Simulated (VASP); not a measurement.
# Sr (Strontium) under strain, part 3 of 3

How does the pressure of Sr (Strontium) answer to a change of volume? The bands are shown for each cell. All runs use PBE. Left out of this account: at least 1 further run (self-consistent run: a reference on another mesh). The start is a cell from a database of measured crystal structures.

VASP 6.6.1; PBE; plane waves and PAW (Sr_sv).

Still holding for the runs below: The k-mesh is coarse for a metal.

So far, pressure (GPa): step 2 (bands, cell as listed) -0.316; step 3 (cell volume +4.0 %) -0.705; step 4 (cell volume +8.0 %) -1.03; step 5 (bands, sheared, principal strains -1.6, -0.5, +2.2 %) -0.304.

### 6. Bands, volume times 0.96

The cell is compressed evenly, with fractional positions held.

INCAR

```
SYSTEM = Sr
PREC = Accurate
ENCUT = 400
EDIFF = 1E-06
NELM = 100
ISMEAR = -1
SIGMA = 0.05
LREAL = .FALSE.
ALGO = Normal
GGA = PE
NBANDS = 16
LORBIT = 11
LWAVE = .FALSE.
LCHARG = .FALSE.
KPAR = 2
```

POSCAR

```
Sr
1.0
    0.0000000000      3.0012321217      3.0012321217
    3.0012321217      0.0000000000      3.0012321217
    3.0012321217      3.0012321217      0.0000000000
Sr
1
Direct
    0.0000000000      0.0000000000      0.0000000000
```

KPOINTS

```
Automatic mesh
0
Gamma
11 11 11
0 0 0
```

KPOINTS_OPT

```
Line mode
16
Line-mode
Reciprocal
  0.00000000   0.00000000   0.00000000 GAMMA
  0.50000000   0.00000000   0.50000000 X

  0.50000000   0.00000000   0.50000000 X
  0.50000000   0.25000000   0.75000000 W

  0.50000000   0.25000000   0.75000000 W
  0.37500000   0.37500000   0.75000000 K

  0.37500000   0.37500000   0.75000000 K
  0.00000000   0.00000000   0.00000000 GAMMA

  0.00000000   0.00000000   0.00000000 GAMMA
  0.50000000   0.50000000   0.50000000 L

  0.50000000   0.50000000   0.50000000 L
  0.62500000   0.25000000   0.62500000 U

  0.62500000   0.25000000   0.62500000 U
  0.50000000   0.25000000   0.75000000 W

  0.50000000   0.25000000   0.75000000 W
  0.50000000   0.50000000   0.50000000 L

  0.50000000   0.50000000   0.50000000 L
  0.37500000   0.37500000   0.75000000 K

  0.62500000   0.25000000   0.62500000 U
  0.50000000   0.00000000   0.50000000 X
```

The projector-augmented-wave data sets are Sr_sv (PBE family, release 64).

The run is started by

```bash
$ mpirun -np 2 vasp_std
```

The program printed:

```text
[... set-up lines as in an earlier step ...]
 entering main loop
       N       E                     dE             d eps       ncg     rms          rms(c)
DAV:   1     0.283255239188E+02    0.28326E+02   -0.39862E+03  1808   0.445E+02
DAV:   2    -0.517004260533E+00   -0.28843E+02   -0.28126E+02  2392   0.110E+02
DAV:   3    -0.161295120069E+01   -0.10959E+01   -0.10859E+01  2520   0.143E+01
DAV:   4    -0.164253334497E+01   -0.29582E-01   -0.29573E-01  2272   0.204E+00
DAV:   5    -0.164295036914E+01   -0.41702E-03   -0.41702E-03  2544   0.181E-01    0.114E+01
DAV:   6    -0.164277741198E+01    0.17296E-03   -0.61735E-03  2040   0.595E-01    0.645E+00
DAV:   7    -0.164277052349E+01    0.68885E-05   -0.10563E-02  2064   0.767E-01    0.270E-01
DAV:   8    -0.164273230237E+01    0.38221E-04   -0.91920E-04  2760   0.138E-01    0.529E-02
DAV:   9    -0.164274907563E+01   -0.16773E-04   -0.10366E-05  2000   0.204E-02    0.252E-02
DAV:  10    -0.164276153345E+01   -0.12458E-04   -0.38187E-06  2376   0.112E-02    0.366E-03
DAV:  11    -0.164276100762E+01    0.52583E-06   -0.16913E-07  1168   0.242E-03
   1 F= -.16427610E+01 E0= -.16377658E+01  d E =-.999043E-02
 Start KPOINTS_OPT (optional k-point list driver)
k-point batch [1-56\160]
       N       E                     dE             ncg
DAV:   1    -0.784086688554E+04   -0.22412E+05     1808
DAV:   2    -0.945772143158E+04   -0.16169E+04     2440
DAV:   3    -0.951300840391E+04   -0.55287E+02     2448
DAV:   4    -0.951420360781E+04   -0.11952E+01     2312
DAV:   5    -0.951423111801E+04   -0.27510E-01     2448
DAV:   6    -0.951423152425E+04   -0.40624E-03     2208
DAV:   7    -0.951423153550E+04   -0.11254E-04     1696
DAV:   8    -0.951423153580E+04   -0.30307E-06     1448
[...]
k-point batch [113-160\160]
       N       E                     dE             ncg
DAV:   1    -0.429325231776E+04   -0.20524E+05     1544
DAV:   2    -0.569221798721E+04   -0.13990E+04     2128
DAV:   3    -0.573972783188E+04   -0.47510E+02     2016
DAV:   4    -0.574091731830E+04   -0.11895E+01     2072
DAV:   5    -0.574095145342E+04   -0.34135E-01     2024
DAV:   6    -0.574095226047E+04   -0.80705E-03     2008
DAV:   7    -0.574095228351E+04   -0.23045E-04     1528
DAV:   8    -0.574095228416E+04   -0.65225E-06     1480
```

The job ended after 85 s (2 MPI ranks of AMD EPYC 7R43, shared host; peak memory 0.3 GiB).

From OUTCAR (step 6):

```text
   ENCUT  =  400.0 eV  29.40 Ry    5.42 a.u.   6.92  6.92  6.92*2*pi/ulx,y,z

   NELECT =      10.0000    total number of electrons

 E-fermi :   1.6485

 k-point     1 :       0.0000    0.0000    0.0000
  band No.  band energies     occupation
      1     -34.9458      2.00000
      2     -16.8289      2.00000
      3     -16.8289      2.00000
      4     -16.8289      2.00000
      5      -2.0307      2.00000
      6       4.0036      0.00000
      7       4.0036      0.00000
      8       4.0036      0.00000
      9       5.4966      0.00000
     10       5.4966      0.00000
    ...

  Total        0.0493986      0.0493986      0.0493986     -0.0000000      0.0000000      0.0000000
  in kB        1.4638498      1.4638498      1.4638498     -0.0000000      0.0000000      0.0000000
  external PRESSURE =       1.4638498 kB  Pullay stress =       0.0000000 kB

 POSITION                                       TOTAL-FORCE (eV/Angst)
 -----------------------------------------------------------------------------------
      0.00000      0.00000      0.00000        -0.000000      0.000000      0.000000
 -----------------------------------------------------------------------------------
    total drift:                               -0.000000     -0.000000     -0.000000

  FREE ENERGIE OF THE ION-ELECTRON SYSTEM (eV)
  ---------------------------------------------------
  free  energy   TOTEN  =        -1.6427610076 eV

  energy  without entropy=       -1.6327705792  energy(sigma->0) =       -1.63776579

[... 5 parts as in an earlier step ...]

[... 11 further parts left out ...]
```

Numbers from this step:

```yaml
irreducible_k_points: 56
symmetry_operations: 48
free_energy_toten: -1.643 eV
energy_at_zero_smearing: -1.638 eV
fermi_energy: 1.649 eV
pressure: 0.1464 GPa
```

Electronic bands along the path, in eV, zero at the Fermi level; # counts the bands kept in this run, so #1 is VASP's band 5:

```
          point     #1    #2    #3    #4    #5
              Γ  -3.68  2.35  2.35  2.35  3.85
0.53 of the way  -2.26  1.01  1.98  3.15  3.15
              X  -0.67  0.32  1.09  4.92  5.22
0.47 of the way  -0.41  0.39  0.95  3.44  5.22
              W   0.05  0.64  0.64  2.28  5.22
0.47 of the way  -0.04  0.39  0.78  2.70  4.77
              K  -0.11  0.22  0.86  3.46  3.94
0.47 of the way  -2.10  1.05  1.79  2.90  3.21
              Γ  -3.68  2.35  2.35  2.35  3.85
0.47 of the way  -2.84  1.36  2.52  2.52  3.74
              L  -1.14  0.08  2.19  2.19  4.91
0.53 of the way  -0.55  0.02  1.42  2.66  4.62
              U  -0.11  0.22  0.86  3.46  3.94
0.47 of the way  -0.05  0.35  0.79  2.80  4.65
              W   0.05  0.64  0.64  2.28  5.22
0.47 of the way  -0.37  0.02  1.27  2.71  4.33
              L  -1.14  0.08  2.19  2.19  4.91
0.47 of the way  -0.68  0.03  1.56  2.56  4.75
              K  -0.11  0.22  0.86  3.46  3.94
      jump to U  -0.11  0.22  0.86  3.46  3.94
0.47 of the way  -0.50  0.35  1.00  4.11  4.47
              X  -0.67  0.32  1.09  4.92  5.22
```

The electronic bands as a text plot (rows in eV, shown from -3.7 to 6.0 only):

```
    5.8 |        *   ***                ***  *  ***    *** ** *
    5.4 |        ******                    **     *****   *    **
    5.0 |       **     *   **            ***    **   ******   ***
    4.6 |    **** *     **   *          *   *****  * **    *** *
    4.2 |  **           ***   **       *     ***    *       * **
    3.8 |**    *   *       **   *******                      **
    3.4 | **  *         **   * *              **             *
    2.9 |   **      *     *****              *  *           *
    2.5 |****        * *       *********    *    * ****   **
    2.1 |**  *        *       * ** *    ****      *    ***
    1.7 |  *  *              * *    **     **         *   *
    1.3 |   *  *            * *       *      *       *     *
    0.9 |    ** *****  *******         *      ***  **       *****
    0.5 |      **  *****  *             *        ***           *
    0.1 |        **  *****               ********************** *
   -0.3 |           *   * *                  * **           ***
   -0.7 |       ****                        *        **    *   **
   -1.1 |                  *             ***           ****
   -1.5 |      *            *           *
   -1.9 |     *
   -2.3 |    *               *         *
   -2.7 |   *                 *       *
   -3.1 |                      *     *
   -3.5 |***                    *****
         Γ       X    W  K        Γ      L     U  W     L   K|U X
```

 The pressure is 0.15 GPa.

Of the bands kept, 2 cross the Fermi level on this path.

### 7. Bands, volume times 0.92

The cell is scaled evenly once more. A prediction first. A least-squares parabola for the 4 pressures of evenly scaled cells so far, P = -0.31 -10.6 t +16 t² GPa with t = ln(V/V₁) and V₁ the volume at scale 1, gives 0.69 GPa at t = -0.0834.

INCAR is that of step 6.

POSCAR

```
Sr
1.0
    0.0000000000      2.9589556154      2.9589556154
    2.9589556154      0.0000000000      2.9589556154
    2.9589556154      2.9589556154      0.0000000000
Sr
1
Direct
    0.0000000000      0.0000000000      0.0000000000
```

KPOINTS is that of step 6.

KPOINTS_OPT is that of step 6.

The run is started by

```bash
$ mpirun -np 2 vasp_std
```

The program printed:

```text
[... set-up lines as in an earlier step ...]
 entering main loop
       N       E                     dE             d eps       ncg     rms          rms(c)
DAV:   1     0.290855302986E+02    0.29086E+02   -0.40108E+03  1800   0.447E+02
DAV:   2    -0.513740435638E+00   -0.29599E+02   -0.28838E+02  2424   0.110E+02
DAV:   3    -0.162108514279E+01   -0.11073E+01   -0.11023E+01  2472   0.148E+01
DAV:   4    -0.163800970319E+01   -0.16925E-01   -0.16922E-01  2408   0.162E+00
DAV:   5    -0.163849254513E+01   -0.48284E-03   -0.48284E-03  2408   0.176E-01    0.117E+01
DAV:   6    -0.163731451374E+01    0.11780E-02   -0.59036E-03  2168   0.582E-01    0.665E+00
DAV:   7    -0.163661876834E+01    0.69575E-03   -0.10285E-02  2072   0.753E-01    0.260E-01
DAV:   8    -0.163658469675E+01    0.34072E-04   -0.85176E-04  2824   0.134E-01    0.500E-02
DAV:   9    -0.163660027018E+01   -0.15573E-04   -0.67858E-06  1984   0.174E-02    0.250E-02
DAV:  10    -0.163661094963E+01   -0.10679E-04   -0.33459E-06  2424   0.109E-02    0.414E-03
DAV:  11    -0.163661055614E+01    0.39349E-06   -0.14599E-07  1072   0.229E-03
   1 F= -.16366106E+01 E0= -.16322530E+01  d E =-.871503E-02
 Start KPOINTS_OPT (optional k-point list driver)
k-point batch [1-56\160]
       N       E                     dE             ncg
DAV:   1    -0.776105812486E+04   -0.22325E+05     1800
DAV:   2    -0.934473170078E+04   -0.15837E+04     2480
DAV:   3    -0.939755006742E+04   -0.52818E+02     2472
DAV:   4    -0.939837404370E+04   -0.82398E+00     2208
DAV:   5    -0.939839218324E+04   -0.18140E-01     2448
DAV:   6    -0.939839271658E+04   -0.53334E-03     2160
DAV:   7    -0.939839272965E+04   -0.13066E-04     1720
DAV:   8    -0.939839272996E+04   -0.31223E-06     1344
[...]
k-point batch [113-160\160]
       N       E                     dE             ncg
DAV:   1    -0.399728766053E+04   -0.20435E+05     1544
DAV:   2    -0.541982617317E+04   -0.14225E+04     2088
DAV:   3    -0.547012801702E+04   -0.50302E+02     2112
DAV:   4    -0.547155622546E+04   -0.14282E+01     1984
DAV:   5    -0.547157626555E+04   -0.20040E-01     2088
DAV:   6    -0.547157672182E+04   -0.45627E-03     1944
DAV:   7    -0.547157673380E+04   -0.11983E-04     1592
DAV:   8    -0.547157673415E+04   -0.35051E-06     1408
```

Wall time 62 s (2 MPI ranks); peak memory 0.3 GiB.

From OUTCAR (step 7):

```text
   ENCUT  =  400.0 eV  29.40 Ry    5.42 a.u.   6.82  6.82  6.82*2*pi/ulx,y,z

   NELECT =      10.0000    total number of electrons

 E-fermi :   1.8040

 k-point     1 :       0.0000    0.0000    0.0000
  band No.  band energies     occupation
      1     -34.7134      2.00000
      2     -16.5878      2.00000
      3     -16.5878      2.00000
      4     -16.5878      2.00000
      5      -1.9445      2.00000
      6       4.1997      0.00000
      7       4.1997      0.00000
      8       4.1997      0.00000
      9       5.7629      0.00000
     10       5.7629      0.00000
    ...

  Total        0.2263942      0.2263942      0.2263942     -0.0000000      0.0000000      0.0000000
  in kB        7.0005249      7.0005249      7.0005249     -0.0000000      0.0000000      0.0000000
  external PRESSURE =       7.0005249 kB  Pullay stress =       0.0000000 kB

  FREE ENERGIE OF THE ION-ELECTRON SYSTEM (eV)
  ---------------------------------------------------
  free  energy   TOTEN  =        -1.6366105561 eV

  energy  without entropy=       -1.6278955294  energy(sigma->0) =       -1.63225304

[... 6 parts as in an earlier step ...]

[... 11 further parts left out ...]
```

Numbers from this step:

```yaml
free_energy_toten: -1.637 eV
energy_at_zero_smearing: -1.632 eV
fermi_energy: 1.804 eV
pressure: 0.7001 GPa
```

Electronic bands along the path, in eV, zero at the Fermi level; # counts the bands kept in this run, so #1 is VASP's band 5:

```
          point     #1    #2    #3    #4    #5
              Γ  -3.75  2.40  2.40  2.40  3.96
0.47 of the way  -2.59  1.20  2.31  3.03  3.03
              X  -0.72  0.28  1.18  5.08  5.40
0.47 of the way  -0.46  0.37  1.03  3.57  5.40
              W   0.01  0.65  0.65  2.38  5.41
0.47 of the way  -0.07  0.39  0.82  2.80  4.97
              K  -0.15  0.22  0.91  3.55  4.13
0.47 of the way  -2.12  1.06  1.82  2.96  3.29
              Γ  -3.75  2.40  2.40  2.40  3.96
0.47 of the way  -2.88  1.37  2.57  2.57  3.85
              L  -1.16  0.13  2.22  2.22  5.07
0.47 of the way  -0.69  0.06  1.58  2.61  4.90
              U  -0.15  0.22  0.91  3.55  4.13
0.47 of the way  -0.08  0.35  0.84  2.90  4.85
              W   0.01  0.65  0.65  2.38  5.41
0.47 of the way  -0.37  0.03  1.28  2.77  4.49
              L  -1.16  0.13  2.22  2.22  5.07
0.53 of the way  -0.56  0.04  1.44  2.72  4.81
              K  -0.15  0.22  0.91  3.55  4.13
      jump to U  -0.15  0.22  0.91  3.55  4.13
0.47 of the way  -0.54  0.32  1.08  4.24  4.68
              X  -0.72  0.28  1.18  5.08  5.40
```

The electronic bands as a text plot (rows in eV, shown from -3.7 to 6.3 only):

```
    6.1 |        *    ***               ***  *  **      *   * *
    5.7 |        ******                    **     ****** ***   **
    5.3 |        *******   **             **     **  ******   ***
    4.8 |     ***      ***   *          ** ******  *  ** ***** **
    4.4 |   **    *     * *   *        *     *      **      * **
    4.0 |***   *   *     * *   ****** *       **             **
    3.6 | *   *             *   *    *         *             *
    3.2 |  * *          ***  ***             ** *           *
    2.7 |  **       *  *   ** **     **     *    * ***     *
    2.3 |**          **       *******  *****      *   *****
    1.9 | ** **              *  *   *      *          ** **
    1.5 |   *  *              **     *      *        *     *
    1.1 |    *  *****   *  ***        *      ***    *       *****
    0.6 |     **    **** ****          **       ****
    0.2 |       ****   ****              **** ***  * ******* ****
   -0.2 |           *******                  ********       ***
   -0.6 |        ***                        *        *     *   **
   -1.0 |       *          *             ***          *****
   -1.4 |      *            *           *
   -1.9 |     *
   -2.3 |    *               *         *
   -2.7 |   *                 *       *
   -3.1 |                      *     *
   -3.5 |***                    *****
         Γ       X    W  K        Γ      L     U  W     L   K|U X
```

 The pressure is 0.70 GPa. The parabola predicted 0.69 GPa, -0.01 GPa off.

### 8. Side by side

```
                                         cell      mesh  pressure (GPa)  gap (eV)
                               cell as listed  11×11×11           -0.32      none
                            volume times 1.04  11×11×11           -0.71      none
                            volume times 1.08  11×11×11           -1.03      none
sheared, principal strains -1.6, -0.5, +2.2 %  11×11×11           -0.30      none
                            volume times 0.96  11×11×11            0.15      none
                            volume times 0.92  11×11×11            0.70      none
```

### 9. Outcome

```
pressure, cell as listed                                    : -0.316 GPa
pressure, volume times 1.04                                 : -0.705 GPa
pressure, volume times 1.08                                 : -1.03 GPa
pressure, sheared, principal strains -1.6, -0.5, +2.2 %     : -0.304 GPa
pressure, volume times 0.96                                 : 0.146 GPa
pressure, volume times 0.92                                 : 0.700 GPa
bulk modulus at the listed volume, shape and positions held : 10.7 GPa
```

What this shows: The slope of pressure against ln V at the listed volume gives a bulk modulus of 10.7 GPa at fixed shape and positions. The k-sampling is coarse for a metal, so the Fermi level, pressures and the shape of the cell carry errors.

[Lines on the potential files, build, host, timing and source positions are cut from VASP's logs without a mark.]

[Logs are printed without paths, hosts, clocks, repeated set-up lines and the standing remarks that a program may print on its own settings, such as how far it seeks lower states.]

[Hosts, paths, dates, database ids (printed as entryN), source tags and the programs' standing remarks are cut or masked in the printed files.]

[A measured line is paired with the nearest computed mode of its activity, which favours agreement.]

[In band tables of VASP the shares of atoms and orbitals are scaled to a sum of 1 inside the atoms' spheres.]
